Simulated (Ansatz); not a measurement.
**How the vibrations of AlNi change with volume**

Theory: DFT PBEsol, scalar-relativistic, plane waves, PAW in Ansatz 0.2.0. Cutoff 420 eV, 16×16×14 k-points (Γ-centred), Fermi-Dirac smearing of 0.15 eV. No spin polarisation. Phonons by linear response, acoustic sum rule imposed.

Relaxed structure:
```cif
data_structure
_symmetry_space_group_name_H-M 'P 1'
_symmetry_Int_Tables_number 1
_cell_length_a 2.8625
_cell_length_b 2.8625
_cell_length_c 2.8648
_cell_angle_alpha 90.000
_cell_angle_beta 90.000
_cell_angle_gamma 90.000
_cell_volume 23.47
loop_
_atom_site_label
_atom_site_type_symbol
_atom_site_fract_x
_atom_site_fract_y
_atom_site_fract_z
_atom_site_occupancy
Al1 Al 0.00000 0.00000 0.00000 1
Ni1 Ni 0.50000 0.50000 0.50000 1
```

In a metal, frequencies depend on the k mesh and the smearing, soft modes most. Spin polarisation was left out, and a magnetic state may lie lower.

Cells at 0.98 and 1.02 times the equilibrium volume were relaxed in shape and atoms; γ = −d ln ν / d ln V, modes matched by rank.

Question: Give the optical frequencies at Γ (cm⁻¹) at the three volumes and the mode Grüneisen parameters.

Answer:
| 0.98 V | V | 1.02 V | γ | degeneracy |
| --- | --- | --- | --- | --- |
| 314 | 302 | 290 | 1.98 | 3 |

Question: What pressures hold the two strained cells, and what bulk modulus follows?

Answer: 3.63 GPa at 0.98 V and -3.27 GPa at 1.02 V, so B = −dP/d ln V ≈ 173 GPa.